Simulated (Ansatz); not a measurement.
PbS (NiAs type), DFT, PBE, all-electron LAPW, scalar-relativistic (Ansatz 0.2.0), on 1 thread of Intel(R) Xeon(R) Platinum 8488C (Sapphire Rapids) (shared host).

Command: `ansatz run input.yaml --threads 1 --pin off --max-ram 3584MiB --backend cpu --events-out ev --progress --plain --runs-dir out`

```yaml
crystal:
  lattice:
    - [3.6005796931, 0.0, 0.0]
    - [-1.8002898466, 3.1181934826, 0.0]
    - [0.0, 0.0, 7.3730949001]
  atoms:
    - { symbol: Pb, position: [0.0, 0.0, 0.0] }
    - { symbol: Pb, position: [0.0, 0.0, 0.5] }
    - { symbol: S, position: [0.3333333333, 0.6666666667, 0.25] }
    - { symbol: S, position: [0.6666666667, 0.3333333333, 0.75] }
kpoints:
  mp_grid: { grid: [9, 9, 5] }
scf:
  occupations: { method: fermi_dirac, width: 0.08 }
hamiltonian:
  xc: pbe
  pseudopotentials: { kind: all_electron, lapw: { basis_error: 0.0005 } }
output:
  forces: true
  stress: true
  eigenvalues: true
  populations: true
```

(1) How large is the problem that the program sets up?

(2) About how long does it take, and how much memory?

## Answers

(1) 36 irreducible k-points, 623 plane waves at Γ, 60 bands.

(2) 24 s of wall time for 7 SCF iterations, with a peak of 0.56 GiB. Times on shared machines scatter by tens of per cent.
